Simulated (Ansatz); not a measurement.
SiO$_{2}$: the gap under strain

SiO$_{2}$, I-42d, a = 4.949 Å, c = 7.318 Å. This isn't the usual stable structure of the compound. Ansatz: r2SCAN, PAW, 500 eV, Γ-centred 6×6×4 mesh on 12 atoms, Gaussian smearing 0.02 eV; no spin polarisation. Series: uniaxial strain along c, with a, b and atoms relaxed; x is the strain in per cent. The gap is sought over the whole zone.

| x (%) | gap y (eV) |
| --- | --- |
| -3.0 | 6.610 |
| -1.5 | 6.572 |
| 0.0 | 6.550 |
| 1.5 | ? |
| 3.0 | 6.480 |

Fit y = E0 + c1 x + c2 x² to the other rows, give the deformation potential for this strain, and predict the missing gap.

Least squares on the rows shown. y = 6.5460 − 0.021218 x − 0.00018182 x². The deformation potential is 100 c1 = -2.12 eV per unit strain. At x = 1.5 the fit asked for gives 6.514 eV. The run gave 6.519 eV, so the fit is 0.005 eV too low, within twice the rms miss on the fitted rows (0.004 eV).

Semilocal functionals give gaps under the measured ones; changes of the gap mostly carry over better.

1 further run of this set didn't finish or converge.